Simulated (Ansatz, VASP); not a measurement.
Two plane-wave programs on Mg

```
Mg
1.0
     3.15068    0.00000    0.00000
    -1.57534    2.72857    0.00000
     0.00000    0.00000    5.02416
Mg
2
Direct
  0.33333 0.66667 0.25000
  0.66667 0.33333 0.75000
```

Alike in both runs: functional LDA; k mesh 12 × 12 × 8; occupations gaussian, width 0.1 eV; no spin polarisation.

Ansatz relaxed the structure, and its values are those at the end. VASP's run is a single point on that final structure, the one shown.

|  | VASP | Ansatz |
| --- | --- | --- |
| version | VASP 6.6.1 | Ansatz 0.2.0 |
| potentials or method | VASP PAW LDA potentials, release 64 (Mg) | scalar-relativistic, plane waves, PAW |
| plane-wave cutoff (eV) | 520 | 420 |
| valence electrons in the cell | 4 | 20 |

```tsv
	VASP	Ansatz	Ansatz less VASP
gap on the k mesh at the Fermi level (eV)	none	none	-
pressure (GPa)	-0.3	0.0	+0.33
```

A gap of «none» marks a metal or a gap that the smearing closes. The two sets of potentials don't hold the same shells in valence. Ansatz warned: «pseudo_functional_mismatch».
